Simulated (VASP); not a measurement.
# Y (Im-3m) in VASP: single point with PBEsol

Aim: the single point of Y with PBEsol.

All numbers are computed with VASP 6.6.1; they aren't measurements. Logs are shortened: lines on timing, memory, paths and dates and some standing lists are left out, and cuts for length are marked.

## Step 1: Starting point

It takes space group Im-3m (No. 229, cubic). The conventional cell has a = 3.960 Å, b = 3.960 Å, c = 3.960 Å, α = 90.00°, β = 90.00°, γ = 90.00°. Y (site symmetry m-3m) is surrounded by 8 Y at 3.43 Å.

The cell was built by a generator and needn't be a form met in nature.

## Step 2: Single point, PBEsol

File INCAR:

```
PREC = Accurate
ENCUT = 520
EDIFF = 1E-6
ISMEAR = -1
SIGMA = 0.1
LREAL = F
LASPH = T
NELM = 100
ALGO = Normal
ISIF = 2
LWAVE = F
LCHARG = F
GGA = PS
NBANDS = 12
```

File KPOINTS:

```
Automatic mesh
0
Gamma
  8 8 8
```

File POSCAR:

```
Y
1.0
    1.9797850491      1.9797850491      1.9797850491
   -1.9797850491      1.9797850491      1.9797850491
   -1.9797850491     -1.9797850491      1.9797850491
Y
1
Direct
    0.0000000000      0.0000000000      0.0000000000
```

Potentials or basis: VASP PAW PBE potentials, release 64 (Y_sv).

Command:

```
$ cat potpaw_PBE.64/Y_sv/POTCAR > POTCAR
$ mpirun -np 1 vasp_std > vasp.out
```

OUTCAR:

```text
PREC = Accurate
   ENCUT = 520
   EDIFF = 1E-6
   ISMEAR = -1
   LREAL = F
   LASPH = T
   NELM = 100
   ISIF = 2
   GGA = PS

 ion  position               nearest neighbor table
   1  0.000  0.000  0.000-

  LATTYP: Found a body centered cubic cell.
 ALAT       =     3.9595700982

  Lattice vectors:

 A1 = (   1.9797850491,  -1.9797850491,  -1.9797850491)
 A2 = (   1.9797850491,   1.9797850491,   1.9797850491)
 A3 = (  -1.9797850491,  -1.9797850491,   1.9797850491)

Analysis of symmetry for initial positions (statically):
=====================================================================
 Subroutine PRICEL returns:
 Original cell was already a primitive cell.

 Routine SETGRP: Setting up the symmetry group for a
 body centered cubic supercell.

 Subroutine GETGRP returns: Found 48 space group operations
 (whereof 48 operations were pure point group operations)
 out of a pool of 48 trial point group operations.

The static configuration has the point symmetry O_h .

Analysis of symmetry for dynamics (positions and initial velocities):
=====================================================================
 Subroutine PRICEL returns:
 Original cell was already a primitive cell.

 Routine SETGRP: Setting up the symmetry group for a
 body centered cubic supercell.

 Subroutine GETGRP returns: Found 48 space group operations
 (whereof 48 operations were pure point group operations)
 out of a pool of 48 trial point group operations.

The dynamic configuration has the point symmetry O_h .

 Subroutine INISYM returns: Found 48 space group operations
 (whereof 48 operations are pure point group operations),
 and found     1 'primitive' translations

----------------------------------------------------------------------------------------

                                     Primitive cell

  volume of cell :      31.0395

  direct lattice vectors                    reciprocal lattice vectors
     1.979785049  1.979785049  1.979785049     0.252552670  0.000000000  0.252552670
    -1.979785049  1.979785049  1.979785049    -0.252552670  0.252552670  0.000000000
    -1.979785049 -1.979785049  1.979785049     0.000000000 -0.252552670  0.252552670

  length of vectors
     3.429088293  3.429088293  3.429088293     0.357163411  0.357163411  0.357163411

  position of ions in fractional coordinates (direct lattice)
     0.000000000  0.000000000  0.000000000

  ion indices of the primitive-cell ions
   primitive index   ion index
                 1           1

----------------------------------------------------------------------------------------

 KPOINTS: Automatic mesh

Automatic generation of k-mesh.
 Grid dimensions read from file:
 generate k-points for:    8    8    8

 Generating k-lattice:

  Cartesian coordinates                     Fractional coordinates (reciprocal lattice)
     0.031569084  0.000000000  0.031569084     0.125000000  0.000000000  0.000000000
    -0.031569084  0.031569084  0.000000000     0.000000000  0.125000000  0.000000000
     0.000000000 -0.031569084  0.031569084     0.000000000  0.000000000  0.125000000

  Length of vectors
     0.044645426  0.044645426  0.044645426

  Shift w.r.t. Gamma in fractional coordinates (k-lattice)
     0.000000000  0.000000000  0.000000000

 Subroutine IBZKPT returns following result:
 ===========================================

 Found     29 irreducible k-points:

 Following reciprocal coordinates:
            Coordinates               Weight
  0.000000  0.000000  0.000000      1.000000
  0.125000  0.000000  0.000000     12.000000
  0.250000  0.000000  0.000000     12.000000
  0.375000  0.000000  0.000000     12.000000
  0.500000  0.000000  0.000000      6.000000
  0.250000  0.125000  0.000000     24.000000
[... 16 lines left out ...]
  0.375000  0.250000  0.250000     24.000000
  0.500000  0.250000  0.250000     12.000000
 [... further k-points ...]
   k-points           NKPTS =     29   k-points in BZ     NKDIM =     29   number of bands    NBANDS=     12
   number of dos      NEDOS =    301   number of ions     NIONS =      1
   total plane-waves  NPLWV =  21952
   dimension x,y,z NGX =    28 NGY =   28 NGZ =   28
   dimension x,y,z NGXF=    56 NGYF=   56 NGZF=   56
   ions per type =               1
   NGX,Y,Z   is equivalent  to a cutoff of  13.57, 13.57, 13.57 a.u.
   NGXF,Y,Z  is equivalent  to a cutoff of  27.15, 27.15, 27.15 a.u.
 SYSTEM =  unknown system
   PREC   = accura    normal or accurate (medium, high low for compatibility)
   ISTART =      0    job   : 0-new  1-cont  2-samecut
   ICHARG =      2    charge: 1-file 2-atom 10-const
   ISPIN  =      1    spin polarized calculation?
   LNONCOLLINEAR =      F non collinear calculations
   LSORBIT =      F    spin-orbit coupling
   LASPH  =      T    aspherical Exc in radial PAW
   ENCUT  =  520.0 eV  38.22 Ry    6.18 a.u.   6.38  6.38  6.38*2*pi/ulx,y,z
   NELM   =    100;   NELMIN=  2; NELMDL= -5     # of ELM steps
   EDIFF  = 0.1E-05   stopping-criterion for ELM
   LREAL  =      F    real-space projection
   EDIFFG = 0.1E-04   stopping-criterion for IOM
   NSW    =      0    number of steps for IOM
   IBRION =     -1    ionic relax: 0-MD 1-quasi-New 2-CG
   NFREE  =      0    steps in history (QN), initial steepest desc. (CG)
   ISIF   =      2    stress and relaxation
   ISYM   =      2    0-nonsym 1-usesym 2-fastsym
   POTIM  = 0.5000    time-step for ionic-motion
   TEBEG  =    0.0;   TEEND  =   0.0 temperature during run
   PSTRESS=    0.0 pullay stress
   NELECT =      11.0000    total number of electrons
   NUPDOWN=      -1.0000    fix difference up-down
   EMIN   =  10.00;   EMAX   =-10.00  energy-range for DOS
   EFERMI =   0.00;   METHOD = LEGACY
   ISMEAR =    -1;   SIGMA  =   0.10  broadening in eV -4-tet -1-fermi 0-gaus
   EFERMI_NEDOS =   21; number of points for ismear=-14 and -15
   IALGO  =     38    algorithm
   IMIX   =      4    mixing-type and parameters
     AMIX     =   0.40;   BMIX     =  1.00
     AMIX_MAG =   1.60;   BMIX_MAG =  1.00
  volume/ion in A,a.u.               =      31.04       209.46
  Fermi-wavevector in a.u.,A,eV,Ry     =   1.158513  2.189273 18.261101  1.342153
  Thomas-Fermi vector in A             =   2.295115
   LORBIT       =      0    0 simple, 1 ext, 2 COOP (PROOUT), +10 PAW based schemes
   GGA     = PS    functional components
   LHFCALC =     F    Hartree Fock is set to
   AEXX    =    0.0000 exact exchange contribution
   IVDW    =     0    specifies the selected vdW correction
   LEPSILON=     F    determine dielectric tensor
   LRPA    =     F    only Hartree local field effects (RPA)
 non-spin polarized calculation
  energy-cutoff  :      520.00
  volume of cell :       31.04
 maximum number of plane-waves:       887
 NGX is ok and might be reduce to    28
   NGX = 13   NGY = 13   NGZ = 13

 number of electron      11.0000000 magnetization

 Free energy of the ion-electron system (eV)
  ---------------------------------------------------
  ext. energy  EPLUGINS =         0.00000000
  ---------------------------------------------------
  free energy    TOTEN  =        -6.72971045 eV

  energy without entropy =       -6.65218616  energy(sigma->0) =       -6.69094831

 E-fermi :   3.2891     XC(G=0):  -9.7588

 val. band max:        3.2676689726   @ k =  -0.3750   0.3750   0.1250
 cond. band min:       3.2971091949   @ k =   0.1250   0.5000   0.1250
 fundamental gap:      0.0294402223
 Fermi energy:         3.2891467471

 k-point     1 :       0.0000    0.0000    0.0000
  band No.  band energies     occupation
      1     -39.3190      2.00000
      2     -18.9892      2.00000
      3     -18.9892      2.00000
      4     -18.9892      2.00000
      5      -1.6186      2.00000
      6       5.0070      0.00000
      7       5.0070      0.00000
      8       5.0070      0.00000
      9       7.0752      0.00000
     10       7.0752      0.00000
     11      13.7665      0.00000
     12      13.7665      0.00000

 k-point     2 :       0.1250    0.0000    0.0000
  band No.  band energies     occupation
      1     -39.3064      2.00000
      2     -19.0931      2.00000
      3     -19.0211      2.00000
      4     -18.9898      2.00000
      5      -1.1927      2.00000
      6       4.7062      0.00000
      7       4.8227      0.00000
      8       5.4264      0.00000
      9       6.7054      0.00000
     10       7.0712      0.00000
     11      14.1189      0.00000
     12      14.5704      0.00000

 k-point     3 :       0.2500    0.0000    0.0000
  band No.  band energies     occupation
      1     -39.2758      2.00000
      2     -19.3352      2.00000
      3     -19.0972      2.00000
      4     -18.9914      2.00000
      5      -0.1100      2.00000
      6       4.0995      0.00060
      7       4.1432      0.00039
      8       6.6232      0.00000
      9       6.7002      0.00000
     10       7.1735      0.00000
     11      13.8405      0.00000
     12      14.8138      0.00000
[... 286 lines left out ...]
 k-point    23 :       0.3750    0.2500    0.2500
  band No.  band energies     occupation
      1     -39.2118      2.00000
      2     -19.4863      2.00000
      3     -19.2958      2.00000
      4     -19.2351      2.00000
      5       1.9410      2.00000
      6       2.8470      1.97625
      7       5.1306      0.00000
      8       5.5267      0.00000
      9       7.7148      0.00000
     10       7.9636      0.00000
     11      13.0432      0.00000
     12      14.2956      0.00000

 k-point    24 :       0.5000    0.2500    0.2500
  band No.  band energies     occupation
      1     -39.2008      2.00000
      2     -19.5563      2.00000
      3     -19.3289      2.00000
      4     -19.2286      2.00000
      5       2.1563      1.99998
      6       2.7010      1.99444
      7       5.0399      0.00000
      8       5.3606      0.00000
      9       8.8882      0.00000
     10       9.2003      0.00000
     11      11.2689      0.00000
     12      12.7954      0.00000

 [... further k-points ...]
[... 5 lines left out ...]
  --------------------------------------------------------------------------------------
  -------------------------------------------------------------------------------------
  Total        0.1006645      0.1006645      0.1006645      0.0000000     -0.0000000      0.0000000
  in kB        5.1960444      5.1960444      5.1960444      0.0000000     -0.0000000      0.0000000
  external PRESSURE =       5.1960444 kB  Pullay stress =       0.0000000 kB

 VOLUME and BASIS-vectors are now :
 -----------------------------------------------------------------------------
  energy-cutoff  :      520.00
  volume of cell :       31.04
      direct lattice vectors                 reciprocal lattice vectors
     1.979785049  1.979785049  1.979785049     0.252552670  0.000000000  0.252552670
    -1.979785049  1.979785049  1.979785049    -0.252552670  0.252552670  0.000000000
    -1.979785049 -1.979785049  1.979785049     0.000000000 -0.252552670  0.252552670

 POSITION                                       TOTAL-FORCE (eV/Angst)
 -----------------------------------------------------------------------------------
      0.00000      0.00000      0.00000        -0.000000     -0.000000      0.000000
 -----------------------------------------------------------------------------------
    total drift:                               -0.000000      0.000000     -0.000000

  FREE ENERGIE OF THE ION-ELECTRON SYSTEM (eV)
  ---------------------------------------------------
  free  energy   TOTEN  =        -6.7297104467 eV

  energy  without entropy=       -6.6521861635  energy(sigma->0) =       -6.69094831
```

Wall time 6.9 s (1 thread of Intel Xeon 6975P-C (Granite Rapids), shared host); peak memory 0.17 GiB.

Results:

- Free energy: -6.7297 eV
- Pressure: 0.5 GPa
- Band gap on the k mesh: none (metal or under the smearing width)

Caveat: the PAW data sets were made with another functional, which shifts forces and pressure a little.
